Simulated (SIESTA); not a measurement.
# CoO in SIESTA: convergence with k mesh

Crystal: CoO.

```xyz
2
Lattice="0.0000 2.1315 2.1315 2.1315 0.0000 2.1315 2.1315 2.1315 0.0000" Properties=species:S:1:pos:R:3 pbc="T T T"
Co    0.0498    0.0164    0.0019
O     2.1581    2.1154    2.1619
```

The cell isn't the ideal one: atoms moved at random, drawn with an rms of 0.05 Å.

| Property | Result |
| --- | --- |
| Program | SIESTA 5.4.2 |
| Task | single point |
| Functional | PBE |
| Potentials or basis | PseudoDojo 0.4 standard (PBE files) |
| Basis | DZP (energy shift 0.003 Ry; two zetas on semicore shells) |
| Grid cutoff | 800 Ry |
| Energy shift | 0.003 Ry |
| k mesh | 3 × 3 × 3 |
| Occupations | fermi-dirac, width 0.05 eV |
| Spin | collinear spin, ferromagnetic start |
| Starting moments | [2.0, 0.0] μB |

These are the settings of the first run; the series varies k mesh, with any setting tied to it.

Hardware: 1 thread of Intel(R) Xeon(R) 6975P-C (Granite Rapids), on a shared host.

```
      k mesh  energy less the tightest run, at zero smearing (meV/atom)  pressure (GPa)  largest force (eV/Å)  largest site moment (μB)  SCF cycles  CPU time (s)  peak memory (GiB)
   3 × 3 × 3                                                      29.38           -0.55                 0.147                      2.61          16            51               0.27
   4 × 4 × 4                                                       9.17           -1.67                 0.050                      2.55          32            90               0.28
   6 × 6 × 6                                                      -0.48           -1.04                 0.074                      2.60          17            76               0.27
   8 × 8 × 8                                                       0.56           -0.70                 0.073                      2.61          18            90               0.27
   9 × 9 × 9                                                       0.12           -0.62                 0.070                      2.62          18           110               0.27
11 × 11 × 11                                                      -0.03           -0.61                 0.071                      2.62          19           130               0.27
14 × 14 × 14                                                       0.00           -0.59                 0.070                      2.62          18           170               0.27
```

Against the tightest run, the energy stays within 1 meV/atom from 6 × 6 × 6 on; the pressure stays within 0.1 GPa from 9 × 9 × 9 on; the largest force stays within 0.005 eV/Å from 6 × 6 × 6 on; the largest site moment stays within 0.02 μB from 8 × 8 × 8 on. Meshes of other sizes hit other points, so gaps and Fermi surfaces needn't settle smoothly. The tightest run that finished is the yardstick and may itself not be fully converged.

Caveat, for the tightest run too: short orbitals over semicore shells can move pressures by several GPa; the basis of atomic orbitals isn't converged, which shifts pressures, moduli and gaps; a cell with one magnetic atom can't hold antiferromagnetic order, which such compounds often take; semilocal functionals often make such compounds metallic where correlation or magnetic order opens a gap, which also shifts bond lengths.
